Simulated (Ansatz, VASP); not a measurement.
# Cross-check of HfO2 between VASP and Ansatz, part 2 of 3

One calculation is typed for both programs; each brings its own data sets. How far apart do they land? The cell is generated by rule, not measured, and may not be a known phase. The cell is taken from a series of runs on this material, whose earlier steps may have relaxed, scaled, displaced or heated it; both programs get it as it stands.

VASP 6.6.1 and Ansatz 0.2.0.

So far: Set-up; VASP: zone-centre phonons, PBEsol.

## (2) VASP: zone-centre phonons, PBEsol (continued)

Level of this step: PBEsol; plane waves and PAW (Hf_pv, O); invented cell (VASP).

From OUTCAR (step 2):

```text
ion  position               nearest neighbor table
   1  0.000  0.000  0.000-   3 2.06   4 2.06   3 2.06   4 2.06   5 2.36   5 2.36   6 2.36   6 2.36
                             2 3.61   2 3.61   2 3.61   2 3.61   2 3.61   2 3.61   2 3.61   2 3.61
   2  0.500  0.500  0.500-   5 2.06   6 2.06   6 2.06   5 2.06   4 2.36   3 2.36   3 2.36   4 2.36
                             1 3.61   1 3.61   1 3.61   1 3.61   1 3.61   1 3.61   1 3.61   1 3.61
   3  0.000  0.500  0.800-   1 2.06   1 2.06   2 2.36   2 2.36
   4  0.500  0.000  0.200-   1 2.06   1 2.06   2 2.36   2 2.36
   5  0.000  0.500  0.300-   2 2.06   2 2.06   1 2.36   1 2.36
   6  0.500  0.000  0.700-   2 2.06   2 2.06   1 2.36   1 2.36

  LATTYP: Found a simple tetragonal cell.
 ALAT       =     3.5674995251
 C/A-ratio  =     1.4482585333

 Subroutine GETGRP returns: Found 16 space group operations
 (whereof  8 operations were pure point group operations)

The static configuration has the point symmetry D_2d.
 The point group associated with its full space group is D_4h.

 Found     40 irreducible k-points:

   k-points           NKPTS =     40   k-points in BZ     NKDIM =     40   number of bands    NBANDS=     28

   dimension x,y,z NGX =    30 NGY =   30 NGZ =   42
   dimension x,y,z NGXF=    60 NGYF=   60 NGZF=   84

   ENCUT  =  600.0 eV  44.10 Ry    6.64 a.u.   7.13  7.13 10.32*2*pi/ulx,y,z

   NELECT =      44.0000    total number of electrons

 k-points in reciprocal lattice and weights: Automatic mesh
   0.00000000  0.00000000  0.00000000       0.005
   0.16666667  0.00000000  0.00000000       0.019
   0.33333333  0.00000000  0.00000000       0.019
   0.50000000  0.00000000  0.00000000       0.009
   0.16666667  0.16666667  0.00000000       0.019
   0.33333333  0.16666667  0.00000000       0.037
   0.50000000  0.16666667  0.00000000       0.019
   0.33333333  0.33333333  0.00000000       0.019
   0.50000000  0.33333333  0.00000000       0.019
[...]
0.50000000  0.33333333  0.50000000       0.019
   0.50000000  0.50000000  0.50000000       0.005

 average (electrostatic) potential at core
       1 -37.0473       2 -37.0473       3 -69.8506       4 -69.8506       5 -69.8506
       6 -69.8506

[...]
2     0.00000    -3.40742     0.00000
    3     0.00000     0.00000    -2.41485

 Eigenvectors and eigenvalues of the dynamical matrix
 ----------------------------------------------------

   1 f  =   19.841621 THz   124.668580 2PiTHz  661.845227 cm-1    82.058313 meV
             X         Y         Z           dx          dy          dz
      0.000000  0.000000  0.000000     0.000932    0.071752   -0.000000
      1.783750  1.783750  2.583331    -0.000932   -0.071752    0.000000
      0.000000  1.783750  4.132659    -0.000405   -0.702707   -0.000000
      1.783750  0.000000  1.034003    -0.009132   -0.031148    0.000000
      0.000000  1.783750  1.549328     0.009132    0.031148    0.000000
      1.783750  0.000000  3.617334     0.000405    0.702707   -0.000000

   2 f  =   19.841621 THz   124.668580 2PiTHz  661.845227 cm-1    82.058313 meV
             X         Y         Z           dx          dy          dz
      0.000000  0.000000  0.000000    -0.071752    0.000932   -0.000000
      1.783750  1.783750  2.583331     0.071752   -0.000932    0.000000
      0.000000  1.783750  4.132659     0.031148   -0.009132   -0.000000
      1.783750  0.000000  1.034003     0.702707   -0.000405    0.000000
      0.000000  1.783750  1.549328    -0.702707    0.000405    0.000000
      1.783750  0.000000  3.617334    -0.031148    0.009132   -0.000000

   3 f  =   19.439072 THz   122.139291 2PiTHz  648.417642 cm-1    80.393505 meV
             X         Y         Z           dx          dy          dz
      0.000000  0.000000  0.000000     0.000000    0.000000    0.000000
      1.783750  1.783750  2.583331    -0.000000   -0.000000   -0.000000
      0.000000  1.783750  4.132659    -0.000000   -0.000000    0.500000
      1.783750  0.000000  1.034003     0.000000   -0.000000   -0.500000
      0.000000  1.783750  1.549328    -0.000000    0.000000   -0.500000
      1.783750  0.000000  3.617334     0.000000    0.000000    0.500000

   4 f  =   17.647404 THz   110.881907 2PiTHz  588.654021 cm-1    72.983764 meV
             X         Y         Z           dx          dy          dz
      0.000000  0.000000  0.000000    -0.000000    0.000000    0.136274
      1.783750  1.783750  2.583331     0.000000   -0.000000   -0.136274
      0.000000  1.783750  4.132659     0.000000   -0.000000   -0.490627
      1.783750  0.000000  1.034003    -0.000000   -0.000000   -0.490627
      0.000000  1.783750  1.549328     0.000000    0.000000    0.490627
      1.783750  0.000000  3.617334    -0.000000    0.000000    0.490627

   5 f  =   13.631639 THz    85.650111 2PiTHz  454.702518 cm-1    56.375902 meV
             X         Y         Z           dx          dy          dz
      0.000000  0.000000  0.000000     0.182043    0.003367    0.000000
      1.783750  1.783750  2.583331     0.182043    0.003367   -0.000000
      0.000000  1.783750  4.132659     0.070981   -0.012567   -0.000000
      1.783750  0.000000  1.034003    -0.679449    0.001313    0.000000
      0.000000  1.783750  1.549328    -0.679449    0.001313   -0.000000
      1.783750  0.000000  3.617334     0.070981   -0.012567   -0.000000

   6 f  =   13.631639 THz    85.650111 2PiTHz  454.702518 cm-1    56.375902 meV
             X         Y         Z           dx          dy          dz
      0.000000  0.000000  0.000000     0.003367   -0.182043   -0.000000
      1.783750  1.783750  2.583331     0.003367   -0.182043   -0.000000
      0.000000  1.783750  4.132659     0.001313    0.679449    0.000000
      1.783750  0.000000  1.034003    -0.012567   -0.070981    0.000000
      0.000000  1.783750  1.549328    -0.012567   -0.070981    0.000000
      1.783750  0.000000  3.617334     0.001313    0.679449    0.000000

   7 f  =   13.241855 THz    83.201031 2PiTHz  441.700752 cm-1    54.763889 meV
             X         Y         Z           dx          dy          dz
      0.000000  0.000000  0.000000    -0.035999    0.052537   -0.000000
      1.783750  1.783750  2.583331     0.035999   -0.052537    0.000000
      0.000000  1.783750  4.132659     0.397492    0.031078   -0.000000
      1.783750  0.000000  1.034003    -0.021295   -0.580108   -0.000000
      0.000000  1.783750  1.549328     0.021295    0.580108   -0.000000
      1.783750  0.000000  3.617334    -0.397492   -0.031078   -0.000000

   8 f  =   13.241855 THz    83.201031 2PiTHz  441.700752 cm-1    54.763889 meV
             X         Y         Z           dx          dy          dz
      0.000000  0.000000  0.000000    -0.052537   -0.035999   -0.000000
      1.783750  1.783750  2.583331     0.052537    0.035999   -0.000000
      0.000000  1.783750  4.132659     0.580108   -0.021295    0.000000
      1.783750  0.000000  1.034003    -0.031078    0.397492    0.000000
      0.000000  1.783750  1.549328     0.031078   -0.397492    0.000000
      1.783750  0.000000  3.617334    -0.580108    0.021295   -0.000000

   9 f  =    9.312142 THz    58.509917 2PiTHz  310.619638 cm-1    38.511910 meV
             X         Y         Z           dx          dy          dz
      0.000000  0.000000  0.000000    -0.000000   -0.000000    0.275928
      1.783750  1.783750  2.583331    -0.000000   -0.000000    0.275928
      0.000000  1.783750  4.132659     0.000000    0.000000   -0.460360
      1.783750  0.000000  1.034003     0.000000   -0.000000   -0.460360
      0.000000  1.783750  1.549328     0.000000   -0.000000   -0.460360
      1.783750  0.000000  3.617334     0.000000    0.000000   -0.460360

  10 f  =    8.818594 THz    55.408862 2PiTHz  294.156643 cm-1    36.470759 meV
             X         Y         Z           dx          dy          dz
      0.000000  0.000000  0.000000     0.000000   -0.000000   -0.000000
      1.783750  1.783750  2.583331     0.000000   -0.000000   -0.000000
      0.000000  1.783750  4.132659    -0.000000    0.000000    0.500000
      1.783750  0.000000  1.034003    -0.000000   -0.000000   -0.500000
      0.000000  1.783750  1.549328    -0.000000   -0.000000    0.500000
      1.783750  0.000000  3.617334    -0.000000    0.000000   -0.500000

  11 f  =    6.617191 THz    41.577039 2PiTHz  220.725742 cm-1    27.366492 meV
             X         Y         Z           dx          dy          dz
      0.000000  0.000000  0.000000    -0.000000   -0.000000    0.693851
      1.783750  1.783750  2.583331    -0.000000    0.000000   -0.693851
      0.000000  1.783750  4.132659    -0.000000    0.000000    0.096360
      1.783750  0.000000  1.034003     0.000000    0.000000    0.096360
      0.000000  1.783750  1.549328     0.000000    0.000000   -0.096360
      1.783750  0.000000  3.617334     0.000000   -0.000000   -0.096360

  12 f  =    2.951442 THz    18.544456 2PiTHz   98.449502 cm-1    12.206177 meV
             X         Y         Z           dx          dy          dz
      0.000000  0.000000  0.000000    -0.674179    0.190468    0.000000
      1.783750  1.783750  2.583331     0.674179   -0.190468    0.000000
      0.000000  1.783750  4.132659    -0.064591    0.018639    0.000000
      1.783750  0.000000  1.034003    -0.065976    0.018248    0.000000
      0.000000  1.783750  1.549328     0.065976   -0.018248    0.000000
      1.783750  0.000000  3.617334     0.064591   -0.018639    0.000000

  13 f  =    2.951442 THz    18.544456 2PiTHz   98.449502 cm-1    12.206177 meV
             X         Y         Z           dx          dy          dz
      0.000000  0.000000  0.000000    -0.190468   -0.674179    0.000000
      1.783750  1.783750  2.583331     0.190468    0.674179    0.000000
      0.000000  1.783750  4.132659    -0.018248   -0.065976   -0.000000
      1.783750  0.000000  1.034003    -0.018639   -0.064591    0.000000
      0.000000  1.783750  1.549328     0.018639    0.064591    0.000000
      1.783750  0.000000  3.617334     0.018248    0.065976    0.000000
    [... 43 further lines ...]
      0.000000  1.783750  1.549328     0.141232    0.133497   -0.000000
      1.783750  0.000000  3.617334     0.140515    0.134179   -0.000000

 MACROSCOPIC STATIC DIELECTRIC TENSOR IONIC CONTRIBUTION
 ------------------------------------------------------
         112.570121     0.000000    -0.000000
           0.000000   112.570121    -0.000000
          -0.000000    -0.000000    13.321161
 ------------------------------------------------------

 ELASTIC MODULI CONTR FROM IONIC RELAXATION (kBar)
 Direction    XX          YY          ZZ          XY          YZ          ZX
 --------------------------------------------------------------------------------
 XX        -774.0679    292.6634   -594.4983      0.0000     -0.0000      0.0000
 YY         292.6634   -774.0679   -594.4983      0.0000     -0.0000     -0.0000
 ZZ        -594.4983   -594.4983  -1468.3212      0.0000     -0.0000      0.0000
 XY           0.0000      0.0000      0.0000      0.0000      0.0000      0.0000
 YZ          -0.0000     -0.0000     -0.0000      0.0000   -702.6823     -0.0000
 ZX           0.0000     -0.0000      0.0000      0.0000     -0.0000   -721.1917
 --------------------------------------------------------------------------------

 PIEZOELECTRIC TENSOR IONIC CONTR  for field in x, y, z        (C/m^2)
          XX          YY          ZZ          XY          YZ          ZX
  --------------------------------------------------------------------------------
  x    -0.00000     0.00000    -0.00000     0.00000     0.00000    -0.00000
  y    -0.00000     0.00000    -0.00000     0.00000    -0.00000     0.00000
  z     0.00000    -0.00000    -0.00000     0.00000    -0.00000    -0.00000
```

(Part 2 of 3 ends here.)

[Lines on the potential files, build, host, timing and source positions are cut from VASP's logs without a mark.]

[Logs are printed without paths, hosts, clocks, repeated set-up lines and the standing remarks that a program may print on its own settings, such as how far it seeks lower states.]

[Hosts, paths, dates, database ids (printed as entryN), source tags and the programs' standing remarks are cut or masked in the printed files.]
